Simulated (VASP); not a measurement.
IrO2: band structure with r2SCAN

The system is IrO2.

```
Ir O
1.0
     4.48377    0.00000    0.00000
     0.00000    4.48377    0.00000
     0.00000    0.00000    3.16379
Ir O
2 4
Direct
  0.00000 0.00000 0.00000
  0.50000 0.50000 0.50000
  0.30885 0.30885 0.00000
  0.19115 0.80885 0.50000
  0.69115 0.69115 0.00000
  0.80885 0.19115 0.50000
```

```
Program                : VASP 6.6.1
Task                   : band structure
Functional             : r2SCAN
Potentials or basis    : VASP PAW PBE potentials, release 64 (Ir, O)
Cutoff                 : 520 eV
k mesh                 : 8 × 8 × 12
Occupations            : methfessel-paxton, width 0.1 eV
Spin                   : no spin polarisation
Further INCAR settings : ALGO = Normal; EDIFF = 1e-06; NBANDS = 30
```

| Property | Result |
| --- | --- |
| Pressure | 4.6 GPa |
| Largest force | 0.056 eV/Å |
| Band gap along the path | none (metal or under the smearing width) |

Forces on the atoms (eV/Å):
```
Ir   0.000  0.000  0.000
Ir   0.000  0.000  0.000
O   -0.039 -0.039  0.000
O    0.039 -0.039  0.000
O    0.039  0.039  0.000
O   -0.039  0.039  0.000
```

Stress tensor (GPa, compression positive):
```
4.12 0.00 0.00
0.00 4.12 0.00
0.00 0.00 5.57
```

Levels at the corners of the path, in eV from the Fermi level:
```
point  band 18  band 19  band 20  band 21  band 22  band 23  band 24  band 25
    Γ    -2.51    -2.44    -2.42    -2.24     1.04     1.28     4.60     4.60
    X    -1.69    -1.34    -1.34    -0.30    -0.30     4.01     4.01     4.01
    X    -1.69    -1.34    -1.34    -0.30    -0.30     4.01     4.01     4.01
    M    -2.58    -2.46    -2.46     0.20     0.20     2.88     2.88     4.58
    M    -2.58    -2.46    -2.46     0.20     0.20     2.88     2.88     4.58
    Γ    -2.51    -2.44    -2.42    -2.24     1.04     1.28     4.60     4.60
    Γ    -2.51    -2.44    -2.42    -2.24     1.04     1.28     4.60     4.60
    Z    -2.08    -0.72    -0.72     0.27     0.27     2.63     2.63     3.15
    Z    -2.08    -0.72    -0.72     0.27     0.27     2.63     2.63     3.15
    R    -2.83    -1.97    -1.97     0.56     0.56     1.45     1.45     4.99
    R    -2.83    -1.97    -1.97     0.56     0.56     1.45     1.45     4.99
    A    -2.00    -1.26    -1.26    -0.51    -0.51     2.58     2.58     3.62
    A    -2.00    -1.26    -1.26    -0.51    -0.51     2.58     2.58     3.62
    Z    -2.08    -0.72    -0.72     0.27     0.27     2.63     2.63     3.15
    X    -1.69    -1.34    -1.34    -0.30    -0.30     4.01     4.01     4.01
    R    -2.83    -1.97    -1.97     0.56     0.56     1.45     1.45     4.99
    M    -2.58    -2.46    -2.46     0.20     0.20     2.88     2.88     4.58
    A    -2.00    -1.26    -1.26    -0.51    -0.51     2.58     2.58     3.62
```

It took 8 min on 2 MPI ranks on Intel(R) Xeon(R) Platinum 8259CL CPU @ 2.50GHz (Skylake/Cascade Lake), with other jobs on the host, peak memory 0.37 GiB a rank.

Caveat: the PAW data sets were made with another functional, which shifts forces and pressure a little; spin-orbit coupling is left out, which moves the levels of the heavy elements.
